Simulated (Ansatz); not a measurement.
Be: frozen-core PAW against all-electron methods

```xyz
2
Lattice="2.2995 -0.0460 -0.0460 -1.1896 2.0144 -0.0168 -0.0720 -0.0720 3.6009" Properties=species:S:1:pos:R:3 pbc="T T T"
Be   -0.0446    1.3096    0.8737
Be    1.0825    0.5868    2.6644
```

Atoms are numbered in the order listed.

The cell comes from COD entry 9012017, which wasn't checked; take it as a given geometry. It was measured hot, at 658 K. The listed cell was then made from it by scaling, straining or moving an atom.

All numbers are computed: DFT, PBE, PAW with Ansatz's default frozen-core files, scalar-relativistic (Ansatz 0.2.0); DFT, PBE, all-electron LAPW, scalar-relativistic (Ansatz 0.2.0).

For PAW: a Γ-centred 20×20×11 k mesh, Fermi–Dirac smearing of 0.05 eV, cutoff 420 eV, no spin polarisation. LAPW targets a basis error of 1 meV/atom. The Ansatz runs share mesh, smearing and spin set-up. Plane-wave (PAW) pressures include the program's estimate of the Pulay term.

Stress and pressure are positive in compression.

The change that made this cell: equal xy, yz and zx engineering shear strains of -4 %.

PAW results:

```tsv
quantity	PAW
pressure (GPa)	-4.30
stress xx (GPa)	-4.76
stress zz (GPa)	-3.38
stress yz (GPa)	6.23
stress xz (GPa)	6.17
stress xy (GPa)	5.47
force on Be1, x (eV/Å)	0.112
```

Task: What does all-electron LAPW give for the same quantities?

Result: 
| quantity | LAPW |
| --- | --- |
| pressure (GPa) | -4.32 |
| stress xx (GPa) | -4.78 |
| stress zz (GPa) | -3.40 |
| stress yz (GPa) | 6.23 |
| stress xz (GPa) | 6.17 |
| stress xy (GPa) | 5.47 |
| force on Be1, x (eV/Å) | 0.112 |
